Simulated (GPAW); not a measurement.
A calculation with GPAW 26.7.0 of TiCo (ASE script, structure typed inline):

run.py

```python
from ase import Atoms
from ase.dft.bandgap import bandgap
from ase.io import write
from ase.units import Bohr, GPa
from gpaw import GPAW, PW
from gpaw.elf import elf_from_dft_calculation

atoms = Atoms(['Co', 'Ti'],
              cell=[[2.98611099, 0.0, 0.0],
                    [0.0, 2.98611099, 0.0],
                    [0.0, 0.0, 2.98611099]],
              scaled_positions=[[0.5, 0.5, 0.5],
                                [0.0, 0.0, 0.0]],
              pbc=True)
atoms.set_initial_magnetic_moments([2.0, 1.0])

calc = GPAW(mode=PW(600),
            xc='PBE',
            kpts={'size': (9, 9, 9), 'gamma': True},
            occupations={'name': 'fermi-dirac', 'width': 0.05},
            nbands=23,
            convergence={'density': 1e-05, 'energy': 1e-05},
            maxiter=150,
            txt='gpaw.txt')
atoms.calc = calc
energy = atoms.get_potential_energy()
forces = atoms.get_forces()
stress = atoms.get_stress()
calc.write('gs.gpw')
write('result.traj', atoms)
print(f'Energy: {energy:.6f} eV')
print('Forces (eV/A):')
print(forces.round(4))
print('Stress (GPa):', (stress / GPa).round(3))
print('Moments:', calc.get_magnetic_moments().round(3))
print('Fermi level:', round(calc.get_fermi_level(), 4), 'eV')
print(f'Gap: {bandgap(calc)[0]:.4f} eV, direct: {bandgap(calc, direct=True)[0]:.4f} eV')

# fields on the real-space grid
write('density.cube', atoms, data=calc.get_pseudo_density() * Bohr**3)
write('potential.cube', atoms, data=calc.get_electrostatic_potential())
write('spin.cube', atoms, data=(calc.get_pseudo_density(spin=0) - calc.get_pseudo_density(spin=1)) * Bohr**3)
write('elf.cube', atoms, data=elf_from_dft_calculation(calc).data)
```

Potentials or basis: GPAW PAW data sets (gpaw-data 1.2.1), pw.

Command:

```sh
$ OMP_NUM_THREADS=1 python run.py
```

The cell comes from a database or a generator and needn't be the stable form of this composition.

Write the same calculation in another form: native input, structure from a POSCAR.

As run:

run.py

```python
from ase.io import read
from gpaw import PW
from gpaw.dft import DFT

atoms = read('POSCAR')
atoms.set_initial_magnetic_moments([2.0, 1.0])

dft = DFT(atoms,
          mode=PW(600),
          xc='PBE',
          kpts={'size': (9, 9, 9), 'gamma': True},
          occupations={'name': 'fermi-dirac', 'width': 0.05},
          nbands=23,
          convergence={'density': 1e-05, 'energy': 1e-05},
          maxiter=150,
          txt='gpaw.txt')
print(f'Energy: {dft.calculate_energy():.6f} eV')
print('Forces (eV/A):')
print(dft.calculate_forces().round(4))
print('Stress (eV/A^3):', dft.calculate_stress().round(6))
print('Moments:', dft.magmoms()[1].round(3))
dft.write_gpw_file('gs.gpw')
```

File POSCAR:

```
TiCo
1.0
    2.9861109900      0.0000000000      0.0000000000
    0.0000000000      2.9861109900      0.0000000000
    0.0000000000      0.0000000000      2.9861109900
Co Ti
1 1
Direct
    0.5000000000      0.5000000000      0.5000000000
    0.0000000000      0.0000000000      0.0000000000
```

Potentials or basis: GPAW PAW data sets (gpaw-data 1.2.1), pw.

Run with:

```bash
$ OMP_NUM_THREADS=1 python run.py
```

Both were run:

|  | ASE script, structure typed inline | native input, structure from a POSCAR |
| --- | --- | --- |
| Pressure | -1.0 GPa | -1.0 GPa |
| Band gap on the k mesh | none (metal or under the smearing width) | none (metal or under the smearing width) |
| Net moment | 0.82 μB per cell | 0.82 μB per cell |
| Site moments | Co +0.90; Ti -0.02 μB | Co +0.90; Ti -0.02 μB |

Keys that steer only the numerical path or the files written may differ.
